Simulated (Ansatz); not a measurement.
# YN: pressure against volume

The task here is to estimate one member of a computed series from the others.

Method: DFT PBE, scalar-relativistic, in Ansatz 0.2.0.

## Starting point

The structure is cubic, space group Fm-3m (No. 225). Conventional cell: a = 4.877 Å, b = 4.877 Å, c = 4.877 Å, α = 90.00°, β = 90.00°, γ = 90.00°. Y (site symmetry m-3m) has 6 N at 2.44 Å as nearest neighbours. N (site symmetry m-3m) has 6 Y at 2.44 Å as nearest neighbours.

Structure file:

```cif
data_structure
_symmetry_space_group_name_H-M 'P 1'
_symmetry_Int_Tables_number 1
_cell_length_a 3.4486
_cell_length_b 3.4486
_cell_length_c 3.4486
_cell_angle_alpha 60.000
_cell_angle_beta 60.000
_cell_angle_gamma 60.000
_cell_volume 29.00
loop_
_atom_site_label
_atom_site_type_symbol
_atom_site_fract_x
_atom_site_fract_y
_atom_site_fract_z
_atom_site_occupancy
Y1 Y 0.00000 0.00000 0.00000 1
N1 N 0.50000 0.50000 0.50000 1
```

Structure: COD 9008768, as refined from experiment and not relaxed.

Atoms are numbered in the order of the input: Y1, N2.

Set-up of the first run:

Input file input.yaml:

```yaml
crystal:
  lattice:
    - [0.0, 2.3971615055, 2.3971615055]
    - [2.3971615055, 0.0, 2.3971615055]
    - [2.3971615055, 2.3971615055, 0.0]
  atoms:
    - { symbol: "Y", position: [0.0, 0.0, 0.0] }
    - { symbol: "N", position: [0.5, 0.5, 0.5] }
kpoints:
  mp_grid: { grid: [11, 11, 11] }
scf:
  occupations: { method: fermi_dirac, width: 0.03 }
hamiltonian:
  xc: pbe
  pseudopotentials: { kind: all_electron, lapw: { basis_error: 0.001 } }
output:
  forces: true
  stress: true
  eigenvalues: true
```

Launch:

```
ansatz run input.yaml --threads 1 --pin off --max-ram 2048MiB --backend cpu --events-out ev --progress --plain --runs-dir out
```

Steps of the session up to this table: Volume × 0.95, LAPW; Volume × 0.95, PAW; Volume × 0.95, crystal datasets; Volume × 0.975, LAPW; Volume × 0.975, PAW; Volume × 1.025, LAPW; Volume × 1.025, PAW; Volume × 1.05, LAPW; Volume × 1.05, PAW; Volume × 1.05, crystal datasets.

One table of the session follows, with a row left open; its other results are not shown here.

It belongs to the step «Fits». 

| method | volume (Å³/atom) | gap on the k mesh (eV) |
| --- | --- | --- |
| LAPW | 13.775 | 0.12 |
| LAPW | 14.138 | 0.17 |
| LAPW | 14.500 | 0.22 |
| LAPW | 14.863 | 0.26 |
| LAPW | 15.225 | 0.30 |
| PAW | 13.775 | ? |
| PAW | 14.138 | 0.18 |
| PAW | 14.500 | 0.22 |
| PAW | 14.863 | 0.26 |
| PAW | 15.225 | 0.30 |
| crystal datasets | 13.775 | 0.12 |
| crystal datasets | 14.500 | 0.22 |
| crystal datasets | 15.225 | – |

**Question.** Estimate the row for PAW, 13.775.

As computed: gap on the k mesh (eV): 0.13.

Limits of these values: Warnings in the runs' records: gradients without spin orbit, crystal datasets made, printed levels off.
